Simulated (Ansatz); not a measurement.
MnS:

```
CELL_PARAMETERS angstrom
0.00000 2.47346 2.47346
2.47346 0.00000 2.47346
2.47346 2.47346 0.00000
ATOMIC_POSITIONS crystal
Mn 0.00000 0.00000 0.00000
S 0.75000 0.75000 0.75000
```

The cell is a database's computed one.

Base run:

```yaml
Program: Ansatz 0.2.0
Functional: PBE
Potentials_or_basis: all-electron LAPW, scalar-relativistic
Cutoff: 344 eV (chosen from the basis error)
Basis_error_allowed: 0.001 eV/atom
k_mesh: 9 × 9 × 9
Occupations: fermi-dirac, width 0.05 eV
Spin: collinear spin, ferromagnetic start
Starting_moments: "[4.0, 0.0] μB"
```

Its results: pressure 3.0 GPa; net moment 0.23 μB per cell; site moments Mn +0.22; S -0.00 μB.

Task: The run is repeated on the same cell with these changes: functional from PBE to LDA. What comes out?

Result: Pressure -6.9 GPa; net moment -0.14 μB per cell; site moments Mn -0.14; S +0.00 μB.

LDA binds more tightly than PBE, so the same cell stands under less pressure.

Caveats: the moment fell far below its start of 4 μB, so a state of higher moment may lie lower in energy; the starting moments weren't kept.
